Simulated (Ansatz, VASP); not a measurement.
## Two plane-wave programs on LiCl

File INCAR:

```
PREC     = Accurate       # precision mode
ENCUT    = 520            # plane-wave cutoff, eV
EDIFF    = 1E-6           # SCF threshold, eV
ISMEAR   = 0              # smearing method
SIGMA    = 0.05           # smearing width, eV
LREAL    = False          # projectors in reciprocal space
LASPH    = True           # aspherical terms in the spheres
NELM     = 80             # most SCF steps
ALGO     = Normal         # electronic algorithm
ISIF     = 2              # what is computed and relaxed
LWAVE    = False          # write WAVECAR
LCHARG   = True           # write CHGCAR
GGA      = PE             # functional
LELF     = True           # ELF
LVHAR    = True         
NBANDS   = 12             # bands
```

File KPOINTS:

```
regular mesh
0
Gamma
  8 8 8
```

POSCAR

```
LiCl
1.0
    0.0000000000      2.4878172000      2.5262886000
    2.4878172000      0.0000000000      2.5262886000
    2.4878172000      2.4878172000      0.0000000000
Li Cl
1 1
Direct
    0.0000000000      0.0000000000      0.0000000000
    0.5000000000      0.5000000000      0.5000000000
```

Input for Ansatz:

```yaml
crystal:
  lattice:
    - [0.0, 2.4878172, 2.5262886]
    - [2.4878172, 0.0, 2.5262886]
    - [2.4878172, 2.4878172, 0.0]
  atoms:
    - { symbol: Li, position: [0.0, 0.0, 0.0] }
    - { symbol: Cl, position: [0.5, 0.5, 0.5] }
basis:
  ecutwfc: 420
kpoints:
  mp_grid: { grid: [8, 8, 8] }
hamiltonian:
  xc: pbe
scf:
  occupations: { method: gaussian, width: 0.05 }
output:
  forces: true
  stress: true
  eigenvalues: true
```

Change from the starting cell: strain -0.030 along x and y, -0.015 along z, atoms carried along.

Alike in both runs: task single point; functional PBE; k mesh 8 × 8 × 8; occupations gaussian, width 0.05 eV; no spin polarisation.

|  | VASP | Ansatz |
| --- | --- | --- |
| version | VASP 6.6.1 | Ansatz 0.2.0 |
| potentials or method | VASP PAW PBE potentials, release 64 (Li_sv, Cl) | scalar-relativistic, plane waves, PAW |
| plane-wave cutoff (eV) | 520 | 420 |
| valence electrons in the cell | 10 | 10 |

Ansatz gave:

```
gap on the k mesh at the Fermi level (eV) : 6.76
least direct gap on the mesh (eV)         : 6.76
```

**Question.** Estimate VASP's values.

**Answer.** gap on the k mesh at the Fermi level (eV): 6.77; least direct gap on the mesh (eV): 6.77.

 A k mesh can miss the band edges.
